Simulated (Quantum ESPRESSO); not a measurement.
Write an ASE script for Quantum ESPRESSO 7.5 that does the following.

```yaml
Task: single point
Functional: PBE
Potentials_or_basis: SSSP 1.3 efficiency PBE
Cutoff: 748 eV
Density_cutoff: 5987 eV
k_mesh: 8 × 8 × 8
Occupations: fermi-dirac, width 0.05 eV
Spin: no spin polarisation
Mixing_beta: 0.5
Most_SCF_iterations: 120
SCF_threshold: 4e-10 Ry
```

The structure of PbS lies in POSCAR:

```
PbS
1.0
    2.1126617058      1.2197458045      3.4519162518
   -2.1126617058      1.2197458045      3.4519162518
    0.0000000000     -2.4394916091      3.4519162518
Pb S
1 1
Direct
    0.9805657800      0.9805657800      0.9805657800
    0.4750355500      0.4750355500      0.4750355500
```

The cell is a database's computed one.

One way to write it, as run:

run.py

```python
import numpy as np
from ase.calculators.espresso import Espresso, EspressoProfile
from ase.io import read

atoms = read('POSCAR')

input_data = {
    'control': {'calculation': 'scf', 'prefix': 'pwscf', 'outdir': './tmp', 'tprnfor': True, 'tstress': True, 'disk_io': 'nowf'},
    'system': {'ecutwfc': 55.0, 'ecutrho': 440.0, 'nbnd': 16, 'occupations': 'smearing', 'smearing': 'fd', 'degauss': 0.00367493},
    'electrons': {'conv_thr': 4e-10, 'electron_maxstep': 120, 'mixing_beta': 0.5},
}
pseudopotentials = {'Pb': 'Pb.pbe-dn-kjpaw_psl.0.2.2.UPF', 'S': 's_pbe_v1.4.uspp.F.UPF'}
profile = EspressoProfile(command='pw.x', pseudo_dir='pseudo')
dft = Espresso(profile=profile, input_data=input_data, pseudopotentials=pseudopotentials, kpts=(8, 8, 8), koffset=(0, 0, 0))
atoms.calc = dft

print(f'energy {atoms.get_potential_energy():.8f} eV')
print('forces (eV/A)')
print(np.round(atoms.get_forces(), 6))
print('stress (eV/A^3, Voigt)')
print(np.round(atoms.get_stress(), 8))
print(f'Fermi level {dft.get_fermi_level():.4f} eV')
```

Potentials or basis: SSSP 1.3 efficiency PBE.

The run is started by

```bash
$ OMP_NUM_THREADS=1 python run.py
```

Results of the run:

```yaml
Pressure: 0.9 GPa
Largest_force: 0.021 eV/Å
Band_gap_on_the_k_mesh: 0.47 eV, direct
```

Caveat: spin-orbit coupling is left out, which as a rule narrows the gap of such compounds by several tenths of an eV.

Wall time 57 s on 1 thread of Arm Neoverse V1, with other jobs on the host, peak memory 0.26 GiB.
